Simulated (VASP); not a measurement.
# Li (Im-3m) in VASP: single point with PBEsol

Aim: the single point of Li with PBEsol.

Program: VASP 6.6.1. These are calculated values, not measurements. Logs are shortened: lines on timing, memory, paths and dates and some standing lists are left out, and cuts for length are marked.

## Step 1: The structure

It takes space group Im-3m (No. 229, cubic). Conventional cell: a = 3.440 Å, b = 3.440 Å, c = 3.440 Å, α = 90.00°, β = 90.00°, γ = 90.00°. Li (site symmetry m-3m) has 8 Li at 2.98 Å as nearest neighbours.

The cell was built by a generator and needn't be a form met in nature.

## Step 2: Single point, PBEsol

Contents of INCAR:

```
PREC = Accurate ; ENCUT = 520
EDIFF = 1E-6 ; ISMEAR = -1
SIGMA = 0.13605693000000002 ; LREAL = False
LASPH = True ; NELM = 60
ALGO = Normal ; ISIF = 2
LWAVE = False ; LCHARG = False
GGA = PS ; NBANDS = 8
```

Contents of KPOINTS:

```
Automatic mesh
0
Gamma
  13 13 13
```

Contents of POSCAR:

```
Li
1.0
   -1.7198086591      1.7198086591      1.7198086591
    1.7198086591     -1.7198086591      1.7198086591
    1.7198086591      1.7198086591     -1.7198086591
Li
1
Direct
    0.0000000000      0.0000000000      0.0000000000
```

Potentials or basis: VASP PAW PBE potentials, release 64 (Li_sv).

Command:

```sh
$ cat potpaw_PBE.64/Li_sv/POTCAR > POTCAR
$ mpirun -np 1 vasp_std > vasp.out
```

OUTCAR:

```text
PREC = Accurate
   ENCUT = 520
   EDIFF = 1E-6
   ISMEAR = -1
   LREAL = False
   LASPH = True
   NELM = 60
   ISIF = 2
   GGA = PS

 ion  position               nearest neighbor table
   1  0.000  0.000  0.000-

  LATTYP: Found a body centered cubic cell.
 ALAT       =     3.4396173182

  Lattice vectors:

 A1 = (  -1.7198086591,   1.7198086591,   1.7198086591)
 A2 = (   1.7198086591,  -1.7198086591,   1.7198086591)
 A3 = (   1.7198086591,   1.7198086591,  -1.7198086591)

Analysis of symmetry for initial positions (statically):
=====================================================================
 Subroutine PRICEL returns:
 Original cell was already a primitive cell.

 Routine SETGRP: Setting up the symmetry group for a
 body centered cubic supercell.

 Subroutine GETGRP returns: Found 48 space group operations
 (whereof 48 operations were pure point group operations)
 out of a pool of 48 trial point group operations.

The static configuration has the point symmetry O_h .

Analysis of symmetry for dynamics (positions and initial velocities):
=====================================================================
 Subroutine PRICEL returns:
 Original cell was already a primitive cell.

 Routine SETGRP: Setting up the symmetry group for a
 body centered cubic supercell.

 Subroutine GETGRP returns: Found 48 space group operations
 (whereof 48 operations were pure point group operations)
 out of a pool of 48 trial point group operations.

The dynamic configuration has the point symmetry O_h .

 Subroutine INISYM returns: Found 48 space group operations
 (whereof 48 operations are pure point group operations),
 and found     1 'primitive' translations

----------------------------------------------------------------------------------------

                                     Primitive cell

  volume of cell :      20.3470

  direct lattice vectors                    reciprocal lattice vectors
    -1.719808659  1.719808659  1.719808659     0.000000000  0.290730017  0.290730017
     1.719808659 -1.719808659  1.719808659     0.290730017  0.000000000  0.290730017
     1.719808659  1.719808659 -1.719808659     0.290730017  0.290730017  0.000000000

  length of vectors
     2.978795977  2.978795977  2.978795977     0.411154332  0.411154332  0.411154332

[... 78 lines left out ...]
   EDIFF  = 0.1E-05   stopping-criterion for ELM
   LREAL  =      F    real-space projection
   EDIFFG = 0.1E-04   stopping-criterion for IOM
   NSW    =      0    number of steps for IOM
   IBRION =     -1    ionic relax: 0-MD 1-quasi-New 2-CG
   NFREE  =      0    steps in history (QN), initial steepest desc. (CG)
   ISIF   =      2    stress and relaxation
   ISYM   =      2    0-nonsym 1-usesym 2-fastsym
   POTIM  = 0.5000    time-step for ionic-motion
   TEBEG  =    0.0;   TEEND  =   0.0 temperature during run
   PSTRESS=    0.0 pullay stress
   NELECT =       3.0000    total number of electrons
   NUPDOWN=      -1.0000    fix difference up-down
   EMIN   =  10.00;   EMAX   =-10.00  energy-range for DOS
   EFERMI =   0.00;   METHOD = LEGACY
   ISMEAR =    -1;   SIGMA  =   0.14  broadening in eV -4-tet -1-fermi 0-gaus
   EFERMI_NEDOS =   21; number of points for ismear=-14 and -15
   IALGO  =     38    algorithm
   IMIX   =      4    mixing-type and parameters
     AMIX     =   0.40;   BMIX     =  1.00
     AMIX_MAG =   1.60;   BMIX_MAG =  1.00
  volume/ion in A,a.u.               =      20.35       137.31
  Fermi-wavevector in a.u.,A,eV,Ry     =   0.864865  1.634358 10.177048  0.747992
  Thomas-Fermi vector in A             =   1.983025
   LORBIT       =      0    0 simple, 1 ext, 2 COOP (PROOUT), +10 PAW based schemes
   GGA     = PS    functional components
   LHFCALC =     F    Hartree Fock is set to
   AEXX    =    0.0000 exact exchange contribution
   IVDW    =     0    specifies the selected vdW correction
   LEPSILON=     F    determine dielectric tensor
   LRPA    =     F    only Hartree local field effects (RPA)
 non-spin polarized calculation
  energy-cutoff  :      520.00
  volume of cell :       20.35
 maximum number of plane-waves:       567
 NGX is ok and might be reduce to    24
   NGX = 11   NGY = 11   NGZ = 11

 number of electron       2.9999999 magnetization

 Free energy of the ion-electron system (eV)
  ---------------------------------------------------
  ext. energy  EPLUGINS =         0.00000000
  ---------------------------------------------------
  free energy    TOTEN  =        -1.98080329 eV

  energy without entropy =       -1.95210022  energy(sigma->0) =       -1.96645175

 E-fermi :   0.6365     XC(G=0):  -7.0083

 val. band max:        0.5213713836   @ k =  -0.3077   0.4615   0.0769
 cond. band min:       0.6402668049   @ k =  -0.3846   0.4615   0.0769
 fundamental gap:      0.1188954213
 Fermi energy:         0.6364916773

 k-point     1 :       0.0000    0.0000    0.0000
  band No.  band energies     occupation
      1     -45.3038      2.00000
      2      -2.9332      2.00000
      3      15.2081      0.00000
      4      15.2081      0.00000
      5      15.2082      0.00000
      6      19.9261      0.00000
      7      19.9261      0.00000
      8      19.9261      0.00000
[... 243 lines left out ...]
 k-point    24 :       0.2308    0.0769    0.0769
  band No.  band energies     occupation
      1     -45.2891      2.00000
      2      -0.9263      1.99998
      3       7.6529      0.00000
      4      10.5973      0.00000
      5      11.1172      0.00000
      6      17.8729      0.00000
      7      18.5088      0.00000
      8      21.4996      0.00000

 [... further k-points ...]

------------------------ aborting loop because EDIFF is reached ----------------------------------------

  FORCE on cell =-STRESS in cart. coord.  units (eV):
  Direction    XX          YY          ZZ          XY          YZ          ZX
  --------------------------------------------------------------------------------------
  -------------------------------------------------------------------------------------
  Total       -0.0188524     -0.0188524     -0.0188524      0.0000000      0.0000000      0.0000000
  in kB       -1.4844891     -1.4844891     -1.4844891      0.0000000      0.0000000      0.0000000
  external PRESSURE =      -1.4844891 kB  Pullay stress =       0.0000000 kB

 VOLUME and BASIS-vectors are now :
 -----------------------------------------------------------------------------
  energy-cutoff  :      520.00
  volume of cell :       20.35
      direct lattice vectors                 reciprocal lattice vectors
    -1.719808659  1.719808659  1.719808659     0.000000000  0.290730017  0.290730017
     1.719808659 -1.719808659  1.719808659     0.290730017  0.000000000  0.290730017
     1.719808659  1.719808659 -1.719808659     0.290730017  0.290730017  0.000000000

 POSITION                                       TOTAL-FORCE (eV/Angst)
 -----------------------------------------------------------------------------------
      0.00000      0.00000      0.00000        -0.000000     -0.000000     -0.000000
 -----------------------------------------------------------------------------------
    total drift:                               -0.000000     -0.000000      0.000000

  FREE ENERGIE OF THE ION-ELECTRON SYSTEM (eV)
  ---------------------------------------------------
  free  energy   TOTEN  =        -1.9808032863 eV

  energy  without entropy=       -1.9521002235  energy(sigma->0) =       -1.96645175
```

stdout:

```text
POSCAR found type information on POSCAR Li
 POSCAR found :  1 types and       1 ions
 scaLAPACK will be used
 -----------------------------------------------------------------------------
|                                                                             |
|                                                                             |
|     You enforced a specific xc type in the INCAR file but a different       |
|     I HOPE YOU KNOW WHAT YOU ARE DOING!                                     |
|                                                                             |
 -----------------------------------------------------------------------------

 LDA part: xc-table for (Slater+PW92), standard interpolation
 POSCAR, INCAR and KPOINTS ok, starting setup
 FFT: planning ... GRIDC
 FFT: planning ... GRID_SOFT
 FFT: planning ... GRID
 WAVECAR not read
 entering main loop
```

It took 12 s on 1 thread of AMD EPYC 7R43 (Zen 3), shared host; peak memory 0.1 GiB.

What came out:

```yaml
Free_energy: -1.9808 eV
Band_gap_on_the_k_mesh: none (metal or under the smearing width)
```

Caveat: the cutoff is under 1.25 times the usual one of these potentials, so pressure, stress and relaxed cells hold a basis-set (Pulay) error; the PAW data sets were made with another functional, which shifts forces and pressure a little.
